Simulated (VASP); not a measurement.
Input of a VASP 6.6.1 run:

INCAR

```
SYSTEM = Ge
ALGO     = Fast           ! electronic algorithm
EDIFF    = 1E-6           ! SCF threshold, eV
ENCUT    = 520            ! plane-wave cutoff, eV
GGA      = PS             ! functional
ISIF     = 2              ! what is computed and relaxed
ISMEAR   = -1             ! smearing method
LASPH    = .TRUE.         ! aspherical terms in the spheres
LCHARG   = .FALSE.        ! write CHGCAR
LREAL    = Auto         
LWAVE    = .FALSE.        ! write WAVECAR
NBANDS   = 126            ! bands
NELM     = 60             ! most SCF steps
PREC     = Accurate       ! precision mode
SIGMA    = 0.24           ! smearing width, eV
```

KPOINTS

```
k-points
0
G
  2 2 2
  0 0 0
```

POSCAR

```
Ge
1.0
    0.0000000000      5.7528030000      5.7528030000
    5.7528030000      0.0000000000      5.7528030000
    5.7528030000      5.7528030000      0.0000000000
Ge
16
Direct
    0.1246696610     -0.2379709509      0.3101966120
    0.2019015774      0.0682797586      0.3591640458
   -0.1748625844      0.1258777678      0.5326186209
    0.2911276468     -0.0977784221      0.9349007779
    0.0078309652      0.3365924402      0.0529567934
   -0.0412407656      0.6128751497      0.1484232990
    0.2265678140      0.3289700690      0.4477121848
    0.0327492528      0.7715021703      0.7553882864
    0.5087346116      0.0606052389     -0.0949537121
    0.7976459475     -0.0442740695      0.1329438884
    0.4763851639     -0.0063881902      0.4179788531
    0.7209007505     -0.1542030902      0.5945971034
    0.4242801292      0.4999475908      0.0943540045
    0.6441903190      0.6582877947      0.1377763153
    0.3083105749      0.4629482358      0.6012112704
    0.7000761194      0.4411240920      0.5024159527
```

Potentials or basis: VASP PAW PBE potentials, release 64 (Ge_d).

The run is started by

```console
$ cat potpaw_PBE.64/Ge_d/POTCAR > POTCAR
$ mpirun -np 1 vasp_std > vasp.out
```

Predict the largest force.

4.062 eV/Å.

Predict the pressure.

0.3 GPa.

Estimate the band gap on the k mesh.

none (metal or under the smearing width).

Stress tensor (GPa, compression positive):
```
 0.73 -1.05  1.62
-1.05  0.27  0.25
 1.62  0.25 -0.24
```

Caveat: the k mesh is coarse (spacing up to 0.47 Å⁻¹), so the values aren't converged; the PAW data sets were made with another functional, which shifts forces and pressure a little.
